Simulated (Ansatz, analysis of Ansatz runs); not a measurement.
# Migration in LaOF (R-3m): F_i by the interstitialcy path, charge 0, part 2 of 2

Wanted: path and barrier of a jump of F in LaOF (R-3m) at charge 0. The case: F_i by the interstitialcy path, in a cell of 36 host atoms with 1 F put in.

Ansatz 0.2.0; plane-wave PAW DFT, PBEsol; nudged elastic band between two relaxed defect structures.

So far, barrier forward (eV): step 4 (nudged elastic band, charge 0) 0.593.

**6. Single point at the top of the path, HSE06**

The same for the top of the band.

This step: plane-wave PAW DFT, HSE06; single point of a defect supercell on a structure of the PBEsol path.

File q0_M1.top.hse06/input.yaml:

```yaml
crystal:
  lattice:
    - [-4.01323028, 6.95111875, 0.0]
    - [-12.03969085, 0.0, 0.0]
    - [-2.00661514, 1.15851979, 6.68937332]
  atoms:
    - { symbol: La, position: [0.13364011, 0.08343022, 0.22843454] }
    - { symbol: La, position: [0.38043341, 0.24257448, 0.76460204] }
[... 4 atom lines left out ...]
    - { symbol: La, position: [0.12077697, 0.41558659, 0.23527883] }
[... 1 atom line left out ...]
    - { symbol: O, position: [0.17954858, 0.45209115, 0.85888676] }
[... 1 atom line left out ...]
    - { symbol: F, position: [0.18504082, 0.25252054, 0.54612346] }
[... 8 atom lines left out ...]
    - { symbol: La, position: [0.87885077, 0.25377585, 0.75821426] }
[... 3 atom lines left out ...]
    - { symbol: F, position: [0.92445802, 0.28371437, 0.36535884] }
[... 1 atom line left out ...]
    - { symbol: La, position: [0.85971852, 0.58794092, 0.77066108] }
    - { symbol: O, position: [0.67600046, 0.4592948, 0.89136625] }
    - { symbol: O, position: [0.80906722, 0.54752349, 0.12766592] }
    - { symbol: F, position: [0.56186292, 0.37784659, 0.62206011] }
    - { symbol: F, position: [0.93149983, 0.64551236, 0.38303171] }
[... 4 atom lines left out ...]
    - { symbol: F, position: [0.55433873, 0.71282463, 0.61508743] }
[... 1 atom line left out ...]
    - { symbol: F, position: [0.8831779, 0.45583644, 0.54971801] }
basis:
  ecutwfc: 420
  xc_grid: 2
hamiltonian:
  xc: hse06
kpoints:
  mp_grid: { grid: [1, 1, 1] }
magnetization:
  spin_polarized: true
  initial_magnetization: 1
  spin_locking: { lock_magnetization: hard }
scf:
  occupations: { method: fixed }
  max_iter: 100
output:
  forces: true
  eigenvalues: true
checkpoint:
  write: "../q0_M1.top.hse06.run"
  compress: false
  write_wavefunctions: false
  write_every: 100000
```

Run with:

```console
$ ansatz run input.yaml --threads 4 --pin off --max-ram 7536MiB --backend cpu --events-out ev --progress --plain --runs-dir out
```

Wall time 85 s (4 threads of AMD EPYC 7R43, shared host); peak memory 1.2 GiB.

The run was cut off at its time limit.

The program's message: “Error: SIGTERM received: cancelled by the caller after 3 completed SCF iterations”

**7. Single point at the end point, HSE06**

The same for the end of the band.

This step: plane-wave PAW DFT, HSE06; single point of a defect supercell on a structure of the PBEsol path.

File q0_M1.end.hse06/input.yaml:

```yaml
crystal:
  lattice:
    - [-4.01323028, 6.95111875, 0.0]
    - [-12.03969085, 0.0, 0.0]
    - [-2.00661514, 1.15851979, 6.68937332]
  atoms:
    - { symbol: La, position: [0.12720568, 0.08452341, 0.24382833] }
    - { symbol: La, position: [0.37312697, 0.25236522, 0.75017059] }
[... 4 atom lines left out ...]
    - { symbol: La, position: [0.12910613, 0.4173366, 0.22589147] }
[... 3 atom lines left out ...]
    - { symbol: F, position: [0.25022523, 0.16837258, 0.49701742] }
    - { symbol: F, position: [0.43632522, 0.62604151, 0.38151123] }
[... 7 atom lines left out ...]
    - { symbol: La, position: [0.87281431, 0.25090907, 0.7685122] }
[... 3 atom lines left out ...]
    - { symbol: F, position: [0.9180229, 0.29886472, 0.38068826] }
[... 1 atom line left out ...]
    - { symbol: La, position: [0.87038274, 0.58477003, 0.77187792] }
    - { symbol: O, position: [0.69006841, 0.45845696, 0.86586714] }
    - { symbol: O, position: [0.81439324, 0.54350232, 0.12526392] }
    - { symbol: F, position: [0.56363268, 0.37970875, 0.60896724] }
    - { symbol: F, position: [0.93549786, 0.62713456, 0.3809716] }
[... 4 atom lines left out ...]
    - { symbol: F, position: [0.56486229, 0.70971921, 0.61296879] }
[... 1 atom line left out ...]
    - { symbol: F, position: [1.05323887, 0.39099653, 0.61114403] }
basis:
  ecutwfc: 420
  xc_grid: 2
hamiltonian:
  xc: hse06
kpoints:
  mp_grid: { grid: [1, 1, 1] }
magnetization:
  spin_polarized: true
  initial_magnetization: 1
  spin_locking: { lock_magnetization: hard }
scf:
  occupations: { method: fixed }
  max_iter: 100
output:
  forces: true
  eigenvalues: true
checkpoint:
  write: "../q0_M1.end.hse06.run"
  compress: false
  write_wavefunctions: false
  write_every: 100000
```

Wall time 52 s (4 threads); peak memory 1.1 GiB.

Residual by cycle:

cycle, log10 residual and a bar from the least value:
```
        1        3.2 ##############################
        3        2.1 ##########################
        4        1.8 #########################
        6        1.1 #######################
        8        0.4 ####################
       10       -0.1 ##################
       11       -0.4 #################
       13       -1.0 ###############
       15       -2.0 ############
       17       -3.3 #######
       18       -4.2 ####
       20       -5.4
```

The run was cut off at its time limit.

After 20 cycles the residual stands at 3.6e-6.

**8. Single point at the top of the path, PBEsol**

A single point at the top of the band gives the levels near the gap and the populations there.

This step: plane-wave PAW DFT, PBEsol; single point of a defect supercell on a structure of the PBEsol path.

File q0_M1.top.probe/input.yaml:

```yaml
crystal:
  lattice:
    - [-4.01323028, 6.95111875, 0.0]
    - [-12.03969085, 0.0, 0.0]
    - [-2.00661514, 1.15851979, 6.68937332]
  atoms:
    - { symbol: La, position: [0.13364011, 0.08343022, 0.22843454] }
    - { symbol: La, position: [0.38043341, 0.24257448, 0.76460204] }
[... 4 atom lines left out ...]
    - { symbol: La, position: [0.12077697, 0.41558659, 0.23527883] }
[... 1 atom line left out ...]
    - { symbol: O, position: [0.17954858, 0.45209115, 0.85888676] }
[... 1 atom line left out ...]
    - { symbol: F, position: [0.18504082, 0.25252054, 0.54612346] }
[... 8 atom lines left out ...]
    - { symbol: La, position: [0.87885077, 0.25377585, 0.75821426] }
[... 3 atom lines left out ...]
    - { symbol: F, position: [0.92445802, 0.28371437, 0.36535884] }
[... 1 atom line left out ...]
    - { symbol: La, position: [0.85971852, 0.58794092, 0.77066108] }
    - { symbol: O, position: [0.67600046, 0.4592948, 0.89136625] }
    - { symbol: O, position: [0.80906722, 0.54752349, 0.12766592] }
    - { symbol: F, position: [0.56186292, 0.37784659, 0.62206011] }
    - { symbol: F, position: [0.93149983, 0.64551236, 0.38303171] }
[... 4 atom lines left out ...]
    - { symbol: F, position: [0.55433873, 0.71282463, 0.61508743] }
[... 1 atom line left out ...]
    - { symbol: F, position: [0.8831779, 0.45583644, 0.54971801] }
basis:
  ecutwfc: 420
  xc_grid: 2
hamiltonian:
  xc: pbesol
kpoints:
  mp_grid: { grid: [1, 1, 1] }
magnetization:
  spin_polarized: true
  initial_magnetization: 1
  spin_locking: { lock_magnetization: hard }
scf:
  occupations: { method: fixed }
  max_iter: 100
output:
  forces: true
  eigenvalues: true
  eigenstates: { localisation: true }
  populations: true
  write_density: true
  write_potential: true
  volumetric_format: npy
  elf: true
checkpoint:
  write: "../q0_M1.top.probe.run"
  compress: false
  write_wavefunctions: false
  write_every: 100000
```

Elapsed: 34 s, on 4 threads; peak memory 1 GiB.

The run was cut off at the time limit after its SCF loop had closed; no result of it is taken.

**9. Summary of results**

```yaml
barrier_forward: 0.59 eV
barrier_backward: 0.59 eV
end_less_start: 0.00 eV
hop_length: 2.38 Å
band_iterations_as_the_log_counts_them: 10
```

What this shows: The top of the band lies 0.59 eV above the start and 0.59 eV above the end. With an assumed prefactor of 1e13 per second it gives one hop a second along this one path at about 230 K; whether such hops link up through the crystal wasn't checked. The move is shared: F11 goes 2.38 Å and F37, whose hop length is listed, 2.38 Å. The order of the top as a saddle was not checked for all atoms, so a bent path could be lower. What this leaves open: sampling at the zone centre alone can move energies of charged and open-shell states by tenths of an eV or more in cells of this size; periodic copies of the defect are only 7.1 Å apart; PBEsol makes the gap too small and tends to spread out bound carriers; spin–orbit coupling, which can matter with heavy atoms, is left out.

[Logs are printed without paths, hosts, clocks, repeated set-up lines and the standing remarks that a program may print on its own settings, such as how far it seeks lower states.]

[Hosts, paths, dates, database ids (printed as entryN), source tags and the programs' standing remarks are cut or masked in the printed files.]
